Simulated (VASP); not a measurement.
# ZrB2 (P6/mmm) in VASP: notebook

The runs below take ZrB2 through single point, with PBEsol.

Everything below comes from runs of VASP 6.6.1. Logs are shortened: lines on timing, memory, paths and dates and some standing lists are left out, and cuts for length are marked.

## (1) The structure

The structure is hexagonal, space group P6/mmm (No. 191). The conventional cell has a = 3.165 Å, b = 3.165 Å, c = 3.520 Å, α = 90.00°, β = 90.00°, γ = 120.00°. Zr (site symmetry 6/mmm) has 12 B at 2.54 Å as nearest neighbours. B (site symmetry -6m2) is surrounded by 3 B at 1.83 Å.

## (2) Single point, PBEsol (all atoms moved at random, cell strained at random)

INCAR

```
PREC = Accurate ; ENCUT = 520
EDIFF = 1E-6 ; ISMEAR = 0
SIGMA = 0.1 ; LREAL = F
LASPH = T ; NELM = 100
ALGO = Fast ; ISIF = 2
LWAVE = F ; LCHARG = F
GGA = PS ; NBANDS = 16
```

KPOINTS

```
Automatic mesh
0
Gamma
  14 14 12
```

POSCAR

```
ZrB2
1.0
    3.0462490320      0.0034181998      0.0109508994
   -1.5201642682      2.6400106192     -0.0191803010
    0.0121792000     -0.0176000000      3.3833536000
Zr B
1 2
Direct
    0.0052342012     -0.0544478729     -0.0276704545
    0.3291390012      0.7070173418      0.5116931818
    0.6656286217      0.3474341795      0.5159772727
```

Potentials or basis: VASP PAW PBE potentials, release 64 (Zr_sv, B).

Started as:

```console
$ cat potpaw_PBE.64/Zr_sv/POTCAR potpaw_PBE.64/B/POTCAR > POTCAR
$ mpirun -np 1 vasp_std > vasp.out
```

OUTCAR:

```text
PREC = Accurate
   ENCUT = 520
   EDIFF = 1E-6
   ISMEAR = 0
   LREAL = F
   LASPH = T
   NELM = 100
   ISIF = 2
   GGA = PS

 ion  position               nearest neighbor table
   1  0.005  0.946  0.972-   2 2.14   3 2.20   3 2.34   2 2.37   2 2.39   3 2.44   3 2.51   3 2.54
                             2 2.56   2 2.57   3 2.67   2 2.71
   2  0.329  0.707  0.512-   3 1.69   3 1.76   3 1.84   1 2.14   1 2.37   1 2.39   1 2.56   1 2.57
                             1 2.71
   3  0.666  0.347  0.516-   2 1.69   2 1.76   2 1.84   1 2.20   1 2.34   1 2.44   1 2.51   1 2.54
                             1 2.67

  LATTYP: Found a triclinic cell.
 ALAT       =     3.0462706333
 B/A-ratio  =     3.6236383419
 C/A-ratio  =     1.0019891056
 COS(alpha) =     0.0015867697
 COS(beta)  =     0.5009322514
 COS(gamma) =     0.8246293374

  Lattice vectors:

 A1 = (   3.0462490320,   0.0034181998,   0.0109508994)
 A2 = (   9.1206474004,  -5.2555848388,  -3.3230911992)
 A3 = (   1.5260847638,   2.6434288190,  -0.0082294016)

Analysis of symmetry for initial positions (statically):
=====================================================================
 Subroutine PRICEL returns:
 Original cell was already a primitive cell.

 Routine SETGRP: Setting up the symmetry group for a
 triclinic supercell.

 Subroutine GETGRP returns: Found  1 space group operations
 (whereof  1 operations were pure point group operations)
 out of a pool of  2 trial point group operations.

The static configuration has the point symmetry C_1 .

Analysis of symmetry for dynamics (positions and initial velocities):
=====================================================================
 Subroutine PRICEL returns:
 Original cell was already a primitive cell.

 Routine SETGRP: Setting up the symmetry group for a
 triclinic supercell.

 Subroutine GETGRP returns: Found  1 space group operations
 (whereof  1 operations were pure point group operations)
 out of a pool of  2 trial point group operations.

The dynamic configuration has the point symmetry C_1 .

 Subroutine INISYM returns: Found  1 space group operations
 (whereof  1 operations are pure point group operations),
 and found     1 'primitive' translations

----------------------------------------------------------------------------------------

                                     Primitive cell

  volume of cell :      27.2259

  direct lattice vectors                    reciprocal lattice vectors
     3.046249032  0.003418200  0.010950899     0.328061316  0.188902001 -0.000198279
    -1.520164268  2.640010619 -0.019180301    -0.000431858  0.378552002  0.001970759
     0.012179200 -0.017600000  3.383353600    -0.001064284  0.001534600  0.295576546

  length of vectors
     3.046270633  3.046460792  3.383421297     0.378560738  0.378557378  0.295582446

  position of ions in fractional coordinates (direct lattice)
     0.005234201  0.945552127  0.972329546
     0.329139001  0.707017342  0.511693182
     0.665628622  0.347434179  0.515977273

  ion indices of the primitive-cell ions
   primitive index   ion index
                 1           1
                 2           2
                 3           3

----------------------------------------------------------------------------------------

 KPOINTS: Automatic mesh

Automatic generation of k-mesh.
 Grid dimensions read from file:
 generate k-points for:   14   14   12

 Generating k-lattice:

  Cartesian coordinates                     Fractional coordinates (reciprocal lattice)
     0.023432951  0.013493000 -0.000014163     0.071428571 -0.000000000  0.000000000
    -0.000030847  0.027039429  0.000140769    -0.000000000  0.071428571  0.000000000
    -0.000088690  0.000127883  0.024631379     0.000000000  0.000000000  0.083333333

  Length of vectors
     0.027040053  0.027039813  0.024631870

  Shift w.r.t. Gamma in fractional coordinates (k-lattice)
     0.000000000  0.000000000  0.000000000

 Subroutine IBZKPT returns following result:
 ===========================================

 Found   1180 irreducible k-points:

 Following reciprocal coordinates:
            Coordinates               Weight
  0.000000  0.000000  0.000000      1.000000
  0.071429  0.000000  0.000000      2.000000
  0.142857  0.000000  0.000000      2.000000
  0.214286  0.000000  0.000000      2.000000
  0.285714  0.000000  0.000000      2.000000
  0.357143 -0.000000  0.000000      2.000000
[... 16 lines left out ...]
  0.000000  0.142857 -0.000000      2.000000
  0.071429  0.142857 -0.000000      2.000000
 [... further k-points ...]
   k-points           NKPTS =   1180   k-points in BZ     NKDIM =   1180   number of bands    NBANDS=     16
   number of dos      NEDOS =    301   number of ions     NIONS =      3
   total plane-waves  NPLWV =  16128
   dimension x,y,z NGX =    24 NGY =   24 NGZ =   28
   dimension x,y,z NGXF=    48 NGYF=   48 NGZF=   56
   ions per type =               1   2
[... 120 lines left out ...]
      2     -14.7398      2.00000
      3     -14.4932      2.00000
      4     -14.0314      2.00000
      5       0.2593      2.00000
      6       5.7755      2.00000
[... 8 lines left out ...]
     15      21.0404      0.00000
     16      22.3886      0.00000

 k-point     6 :       0.3571   -0.0000    0.0000
  band No.  band energies     occupation
      1     -36.1338      2.00000
      2     -15.0074      2.00000
      3     -14.4407      2.00000
      4     -14.0927      2.00000
      5       1.0098      2.00000
      6       4.8232      2.00000
[... 8 lines left out ...]
     15      22.0204      0.00000
     16      22.7926      0.00000

 k-point     7 :       0.4286    0.0000    0.0000
  band No.  band energies     occupation
      1     -36.1062      2.00000
      2     -15.1880      2.00000
      3     -14.4035      2.00000
      4     -14.1339      2.00000
      5       1.8029      2.00000
      6       3.9172      2.00000
[... 8 lines left out ...]
     15      21.1327      0.00000
     16      23.5822      0.00000

 k-point     8 :       0.5000    0.0000    0.0000
  band No.  band energies     occupation
      1     -36.0963      2.00000
      2     -15.2515      2.00000
      3     -14.3903      2.00000
      4     -14.1482      2.00000
      5       2.3378      2.00000
      6       3.3461      2.00000
[... 8 lines left out ...]
     15      20.2333      0.00000
     16      24.0752      0.00000

 k-point     9 :       0.0000    0.0714    0.0000
  band No.  band energies     occupation
      1     -36.2821      2.00000
      2     -14.6517      2.00000
      3     -13.9021      2.00000
      4     -13.8625      2.00000
      5      -1.2437      2.00000
      6       8.0620      2.00000
[... 8 lines left out ...]
     15      18.7601      0.00000
     16      20.1019      0.00000
[... 172 lines left out ...]
 k-point    19 :      -0.2857    0.0714   -0.0000
  band No.  band energies     occupation
      1     -36.1899      2.00000
      2     -14.6204      2.00000
      3     -14.5067      2.00000
      4     -14.0182      2.00000
      5       0.0028      2.00000
      6       6.3258      2.00000
[... 8 lines left out ...]
     15      20.3711      0.00000
     16      21.7431      0.00000

 k-point    20 :      -0.2143    0.0714   -0.0000
  band No.  band energies     occupation
      1     -36.2310      2.00000
      2     -14.5832      2.00000
      3     -14.3106      2.00000
      4     -13.9383      2.00000
      5      -0.5840      2.00000
      6       7.2717      2.00000
[... 8 lines left out ...]
     15      19.7893      0.00000
     16      20.4898      0.00000

 k-point    21 :      -0.1429    0.0714    0.0000
  band No.  band energies     occupation
      1     -36.2638      2.00000
      2     -14.6265      2.00000
      3     -14.0705      2.00000
      4     -13.8719      2.00000
      5      -1.0111      2.00000
      6       8.0390      2.00000
[... 8 lines left out ...]
     15      19.5453      0.00000
     16      19.8679      0.00000

 k-point    22 :      -0.0714    0.0714   -0.0000
  band No.  band energies     occupation
      1     -36.2819      2.00000
      2     -14.6514      2.00000
      3     -13.9287      2.00000
      4     -13.8372      2.00000
      5      -1.2396      2.00000
      6       8.1669      2.00000
[... 8 lines left out ...]
     15      19.0877      0.00000
     16      20.0497      0.00000

 k-point    23 :       0.0000    0.1429   -0.0000
  band No.  band energies     occupation
      1     -36.2556      2.00000
      2     -14.6164      2.00000
      3     -14.1097      2.00000
      4     -13.9095      2.00000
      5      -0.9183      2.00000
      6       7.5024      2.00000
[... 8 lines left out ...]
     15      19.4529      0.00000
     16      19.8286      0.00000

 k-point    24 :       0.0714    0.1429   -0.0000
  band No.  band energies     occupation
      1     -36.2317      2.00000
      2     -14.5846      2.00000
      3     -14.2766      2.00000
      4     -13.9661      2.00000
      5      -0.6098      2.00000
      6       6.9292      2.00000
[... 8 lines left out ...]
     15      19.8711      0.00000
     16      20.3466      0.00000

 [... further k-points ...]
[... 5 lines left out ...]
  --------------------------------------------------------------------------------------
  -------------------------------------------------------------------------------------
  Total        6.7237977      6.9254074      8.3896730     -0.5160593      2.4222638     -1.8356975
  in kB      395.6795398    407.5437954    493.7123489    -30.3688631    142.5444747   -108.0264437
  external PRESSURE =     432.3118947 kB  Pullay stress =       0.0000000 kB

 VOLUME and BASIS-vectors are now :
 -----------------------------------------------------------------------------
  energy-cutoff  :      520.00
  volume of cell :       27.23
      direct lattice vectors                 reciprocal lattice vectors
     3.046249032  0.003418200  0.010950899     0.328061316  0.188902001 -0.000198279
    -1.520164268  2.640010619 -0.019180301    -0.000431858  0.378552002  0.001970759
     0.012179200 -0.017600000  3.383353600    -0.001064284  0.001534600  0.295576546

 POSITION                                       TOTAL-FORCE (eV/Angst)
 -----------------------------------------------------------------------------------
     -1.40961      2.47917      3.27166        -3.031286      3.955472      3.683184
     -0.06591      1.85865      1.72128         2.601323     -2.988941     -1.859577
      1.50580      0.91042      1.74636         0.429963     -0.966531     -1.823607
 -----------------------------------------------------------------------------------
    total drift:                                0.000530     -0.000761     -0.000891

  FREE ENERGIE OF THE ION-ELECTRON SYSTEM (eV)
  ---------------------------------------------------
  free  energy   TOTEN  =       -25.1683107101 eV

  energy  without entropy=      -25.1671722217  energy(sigma->0) =      -25.16774147
```

Run time: 7.8 min. Hardware: 1 thread of Intel Xeon Platinum 8488C (Sapphire Rapids), shared host; peak memory 0.57 GiB.

What came out:

```
Free energy            : -25.1683 eV
Pressure               : 43.2 GPa
Largest force          : 6.197 eV/Å
Band gap on the k mesh : none (metal or under the smearing width)
```

Forces in eV/Å, atoms in the order of the input:
```
Zr  -3.031  3.955  3.683
B    2.601 -2.989 -1.860
B    0.430 -0.967 -1.824
```

Stress tensor (GPa, compression positive):
```
 39.57  -3.04 -10.80
 -3.04  40.75  14.25
-10.80  14.25  49.37
```

Levels at points of the mesh, in eV from the Fermi level:
| k point | band 6 | band 7 | band 8 | band 9 | band 10 | band 11 | band 12 | band 13 |
| --- | --- | --- | --- | --- | --- | --- | --- | --- |
| (0.00, 0.00, 0.00) | -3.61 | -3.20 | -2.40 | -1.52 | 2.76 | 3.44 | 3.78 | 4.73 |
| (0.50, 0.00, 0.00) | -8.41 | -4.58 | -4.27 | -1.31 | 1.31 | 4.53 | 5.66 | 5.99 |
| (0.00, 0.50, 0.00) | -8.30 | -4.02 | -3.99 | -2.08 | 1.54 | 3.62 | 5.65 | 6.01 |
| (0.50, 0.50, 0.00) | -8.37 | -4.38 | -4.03 | -2.63 | 2.22 | 3.58 | 5.86 | 6.11 |
| (0.00, 0.00, 0.50) | -7.15 | -2.27 | -1.42 | 0.34 | 0.70 | 1.45 | 1.74 | 2.21 |
| (0.50, 0.00, 0.50) | -7.01 | -4.81 | -4.16 | -1.52 | 3.17 | 4.27 | 6.11 | 7.18 |
| (0.00, 0.50, 0.50) | -7.22 | -4.98 | -4.56 | -1.26 | 3.93 | 4.59 | 6.20 | 7.05 |
| (0.50, 0.50, 0.50) | -6.74 | -5.24 | -4.39 | -1.55 | 3.97 | 4.70 | 6.22 | 7.15 |

Caveat: so large a pressure means that the cell lies far from this level's equilibrium, or that cutoff or potentials fall short; the potentials were made for another functional, which shifts forces and pressure.

## (3) Single point, PBEsol (strained and moved within a subgroup)

INCAR, as its differences from that of step 2:

```diff
@@ -1,3 +1,3 @@
 PREC = Accurate ; ENCUT = 520
-EDIFF = 1E-6 ; ISMEAR = 0
+EDIFF = 1E-7 ; ISMEAR = 0
 SIGMA = 0.1 ; LREAL = F
```

KPOINTS

```
regular mesh
0
Gamma
  14 14 10
```

POSCAR

```
ZrB2
1.0
    3.1034405789      0.0000000000     -0.0142741492
   -1.5517202895      2.7212900855      0.0071370746
   -0.0158752000      0.0000000000      3.4323520000
Zr B
1 2
Direct
    0.0205317185      0.0000000000      0.0987175198
    0.3221888280      0.6649093746      0.4506412401
    0.6572794535      0.3350906254      0.4506412401
```

Potentials or basis: VASP PAW PBE potentials, release 64 (Zr_sv, B).

Started as:

```console
$ cat potpaw_PBE.64/Zr_sv/POTCAR potpaw_PBE.64/B/POTCAR > POTCAR
$ mpirun -np 1 vasp_std > vasp.out
```

Wall time 3.7 min (1 thread of Intel Xeon Platinum 8488C (Sapphire Rapids), shared host); peak memory 0.34 GiB.

It converged, with:

```yaml
Free_energy: -23.7697 eV
Pressure: 46.2 GPa
Largest_force: 10.208 eV/Å
Band_gap_on_the_k_mesh: none (metal or under the smearing width)
```

Forces in eV/Å, atoms in the order of the input:
```
Zr  -2.744  0.000 -9.832
B    1.372 -0.155  4.916
B    1.372  0.155  4.916
```

Stress tensor (GPa, compression positive):
```
52.14  0.00 17.10
 0.00 45.36  0.00
17.10  0.00 41.17
```

Levels at points of the mesh, in eV from the Fermi level:
```tsv
k point	band 5	band 6	band 7	band 8	band 9	band 10	band 11	band 12	band 13	band 14
(0.00, 0.00, 0.00)	-12.58	-5.22	-4.17	-4.10	1.30	1.71	1.97	3.75	5.69	6.20
(0.50, 0.00, 0.00)	-9.18	-8.45	-4.12	-3.52	-2.92	3.50	3.79	3.90	4.37	4.72
(0.00, 0.50, 0.00)	-9.10	-8.58	-4.24	-3.19	-3.01	3.47	3.69	4.18	4.42	4.70
(0.00, 0.00, 0.50)	-10.52	-7.29	-3.47	-3.42	-0.24	-0.07	2.74	3.06	3.29	4.69
(0.50, 0.00, 0.50)	-9.93	-7.61	-5.25	-4.14	-1.62	3.88	4.81	5.31	6.00	6.99
(0.00, 0.50, 0.50)	-10.03	-7.49	-5.11	-3.99	-1.80	3.92	4.66	5.28	5.98	7.06
```

Caveat: so large a pressure means that the cell lies far from this level's equilibrium, or that cutoff or potentials fall short; the potentials were made for another functional, which shifts forces and pressure.

## (4) Single point, PBEsol

INCAR

```
PREC = Accurate ; ENCUT = 520
EDIFF = 1E-7 ; ISMEAR = 0
SIGMA = 0.1 ; LREAL = False
LASPH = True ; NELM = 100
ALGO = Normal ; ISIF = 2
LWAVE = False ; LCHARG = False
GGA = PS ; NBANDS = 16
```

KPOINTS

```
Automatic mesh
0
Gamma
  6 6 6
```

POSCAR

```
ZrB2
1.0
    3.1649998255      0.0000000000      0.0000000000
   -1.5824999128      2.7409702519      0.0000000000
    0.0000000000      0.0000000000      3.5200000000
Zr B
1 2
Direct
    0.0000000000      0.0000000000      0.0000000000
    0.3333333333      0.6666666667      0.5000000000
    0.6666666667      0.3333333333      0.5000000000
```

Started as:

```console
$ cat potpaw_PBE.64/Zr_sv/POTCAR potpaw_PBE.64/B/POTCAR > POTCAR
$ mpirun -np 1 vasp_std > vasp.out
```

Wall time 14 s (1 thread of Intel Xeon Platinum 8488C (Sapphire Rapids), shared host); peak memory 0.14 GiB.

The run converged. Its results:

```
Free energy            : -26.3496 eV
Pressure               : -2.0 GPa
Band gap on the k mesh : none (metal or under the smearing width)
```

Stress tensor (GPa, compression positive):
```
-1.34  0.00  0.00
 0.00 -1.34  0.00
 0.00  0.00 -3.18
```

Levels at points of the mesh, in eV from the Fermi level:
| k point | band 5 | band 6 | band 7 | band 8 | band 9 | band 10 | band 11 | band 12 | band 13 | band 14 |
| --- | --- | --- | --- | --- | --- | --- | --- | --- | --- | --- |
| (0.00, 0.00, 0.00) | -12.34 | -2.26 | -2.26 | -2.24 | -1.92 | 3.81 | 3.81 | 4.65 | 4.65 | 5.32 |
| (0.50, 0.00, 0.00) | -8.60 | -8.07 | -3.53 | -2.67 | -2.34 | 2.66 | 2.70 | 5.38 | 5.46 | 6.95 |
| (0.00, 0.00, 0.50) | -10.25 | -6.60 | -0.57 | -0.57 | 0.67 | 0.67 | 1.17 | 1.17 | 2.26 | 5.45 |
| (0.50, 0.00, 0.50) | -9.54 | -6.58 | -4.26 | -3.77 | -1.58 | 4.17 | 4.49 | 5.77 | 6.75 | 6.96 |

Caveat: the k mesh is coarse (spacing up to 0.38 Å⁻¹), so the values aren't converged; the PAW data sets were made with another functional, which shifts forces and pressure a little.

## (5) Summary

```csv
cell,k mesh,mesh quality,gap on the mesh (eV),pressure (GPa),largest force (eV/Å)
"all atoms moved at random, cell strained at random",14 × 14 × 12,not flagged,none,43.2,6.20
strained and moved within a subgroup,14 × 14 × 10,not flagged,none,46.2,10.21
as given,6 × 6 × 6,coarse,none,-2.0,-
```

Alike in all rows: task single point; level PBEsol; potentials or basis VASP PAW PBE potentials, release 64 (Zr_sv, B); no spin polarisation; cutoff (eV) 520; smearing gaussian 0.1 eV.

Caveats: some runs use coarse meshes; so large a pressure means that the cell lies far from this level's equilibrium, or that cutoff or potentials fall short (some runs); the potentials were made for another functional, which shifts forces and pressure (some runs); the PAW data sets were made with another functional, which shifts forces and pressure a little (some runs).

Absolute energies hang on the potentials; compare differences alone.
